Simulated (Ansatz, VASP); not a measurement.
## Two plane-wave programs on GaP

```
CELL_PARAMETERS angstrom
0.00000 2.79812 2.79812
2.79812 0.00000 2.79812
2.79812 2.79812 0.00000
ATOMIC_POSITIONS crystal
Ga 0.00000 0.00000 0.00000
P 0.75000 0.75000 0.75000
```

Alike in both runs: task single point; functional PBEsol; k mesh 8 × 8 × 8; occupations gaussian, width 0.02 eV; no spin polarisation.

```csv
,VASP,Ansatz
version,VASP 6.6.1,Ansatz 0.2.0
potentials or method,"VASP PAW PBE potentials, release 64 (Ga_d, P)","scalar-relativistic, plane waves, PAW"
plane-wave cutoff (eV),520,420
valence electrons in the cell,18,18
```

|  | VASP | Ansatz | Ansatz less VASP |
| --- | --- | --- | --- |
| gap on the k mesh at the Fermi level (eV) | 1.11 | 1.11 | -0.004 |
| least direct gap on the mesh (eV) | 1.11 | 1.11 | -0.004 |
| pressure (GPa) | -6.0 | -6.0 | +0.03 |

The functional is the same, so the differences come from potentials, cutoffs and numerics.

Caveats: the PAW data sets were made with another functional, which shifts forces and pressure a little (VASP). A k mesh can miss the band edges.
